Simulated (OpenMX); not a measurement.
Crystal: HfO2.

```xyz
12
Lattice="5.1180 0.0000 0.0000 0.0000 5.1857 0.0000 -0.8587 0.0000 5.2139" Properties=species:S:1:pos:R:3 pbc="T T T"
Hf    0.8021    2.3870    3.6914
Hf    3.0279    4.9798    4.1294
Hf    3.4573    2.7987    1.5224
Hf    1.2314    0.2059    1.0845
O    -0.3473    0.8733    4.4146
O     4.1773    3.4661    3.4062
O     4.6066    4.3124    0.7993
O     0.0821    1.7196    1.8076
O     1.4549    3.8473    5.1101
O     2.3751    1.2544    2.7107
O     2.8045    1.3384    0.1038
O     1.8842    3.9313    2.5032
```

| Item | Value |
| --- | --- |
| Program | OpenMX 3.8.5 |
| Task | single point |
| Functional | PBE |
| Potentials or basis | OpenMX 2013 PBE set, Hf7.0-s3p2d2f1, O6.0-s2p2d1, grid cutoff 400 Ry |
| k mesh | 5 × 5 × 5 |
| Occupations | fermi-dirac, width 0.05 eV |
| Spin | no spin polarisation |

On this cell: pressure 1.6 GPa; largest force 0.471 eV/Å; band gap on the k mesh 4.09 eV, indirect (least direct gap 4.16 eV).

The same run follows on a disturbed copy (atoms moved at random, drawn with an rms of 0.05 Å):

```
CELL_PARAMETERS angstrom
5.11800 0.00000 0.00000
0.00000 5.18570 0.00000
-0.85866 0.00000 5.21387
ATOMIC_POSITIONS crystal
Hf 0.27940 0.46677 0.70653
Hf 0.73145 0.96633 0.79314
Hf 0.72699 0.55204 0.29511
Hf 0.28744 0.03494 0.20426
O 0.06599 0.17392 0.84318
O 0.93025 0.66801 0.65019
O 0.93176 0.84517 0.15697
O 0.06237 0.32876 0.34450
O 0.45514 0.74250 0.98180
O 0.55185 0.23813 0.51922
O 0.54282 0.25417 0.01122
O 0.44212 0.77275 0.48353
```

What does the disturbed cell give?

The energy moves by +17.9 meV/atom; pressure 1.8 GPa; largest force 1.795 eV/Å; band gap on the k mesh 3.82 eV, indirect (least direct gap 3.90 eV).

Forces on the atoms (eV/Å):
```
Hf  -0.268 -1.214 -0.385
Hf  -0.147  0.223 -0.083
Hf   0.433 -1.108 -0.236
Hf  -0.954  1.511  0.165
O    0.241  0.128 -0.033
O   -0.180  0.333  0.307
O   -0.161 -0.572 -0.006
O    0.379  0.313 -0.029
O   -0.198 -0.058  0.059
O   -0.070  1.006 -0.323
O    0.465  0.628  0.469
O    0.462 -1.193  0.095
```

Caveats: spin-orbit coupling is left out, which moves the levels of the heavy elements; an odd mesh through Γ misses points on the zone boundary, where band edges often lie; the basis of atomic orbitals isn't converged, which shifts pressures, moduli and gaps.
